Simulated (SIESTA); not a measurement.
CdSe under changes of volume

One of the cells (29.521 Å³/atom); the others are scaled copies at fixed shape and fractional positions:

```
Cd Se
1.0
     0.00000    3.09060    3.09060
     3.09060    0.00000    3.09060
     3.09060    3.09060    0.00000
Cd Se
1 1
Direct
  0.00000 0.00000 0.00000
  0.25000 0.25000 0.25000
```

Measurements of this composition are mostly on another form, of space group No. 186.

```yaml
Program: SIESTA 5.4.2
Functional: PBE
Potentials_or_basis: PseudoDojo 0.4 standard (PBE files)
Basis: DZP (energy shift 0.003 Ry; two zetas on semicore shells)
Grid_cutoff: 800 Ry
Energy_shift: 0.003 Ry
k_mesh: 8 × 8 × 8
Occupations: fermi-dirac, width 0.05 eV
Spin: no spin polarisation
```

| volume (Å³/atom) | energy over the lowest point (meV/atom) | pressure (GPa) | gap on the mesh (eV) |
| --- | --- | --- | --- |
| 27.206 | 37.44 | 5.2 | 0.95 |
| 27.784 | 21.32 | 3.8 | 0.89 |
| 28.363 | ? | ? | ? |
| 29.521 | 0.00 | 0.4 | 0.73 |
| 30.100 | 0.08 | -0.4 | 0.68 |
| 30.679 | 3.16 | -1.2 | 0.63 |

Question: What does the run at 28.363 Å³/atom give?

Answer: Energy over the lowest point 9.98 meV/atom; pressure 2.5 GPa; gap on the mesh 0.84 eV.

Worked out: A Birch-Murnaghan fit of order 3 (a polynomial in V^(-2/3)) to the other rows has its minimum at 29.78 Å³/atom with B0 = V·E''(V) = 44 GPa and B' = 5.8. It gives 10.09 meV/atom at 28.363 Å³/atom, against the run's 9.98, and -dE/dV = 2.5 GPa, against 2.5. A straight line through the other rows of the gap, of slope -2.65 eV per unit of ln V (its deformation potential), gives 0.84 eV, against the run's 0.84.

Energies are extrapolated to zero smearing.

Caveats: the basis of atomic orbitals isn't converged, which shifts pressures, moduli and gaps.

A mesh can miss the band edges. Spin-orbit coupling on Cd, Se is left out.
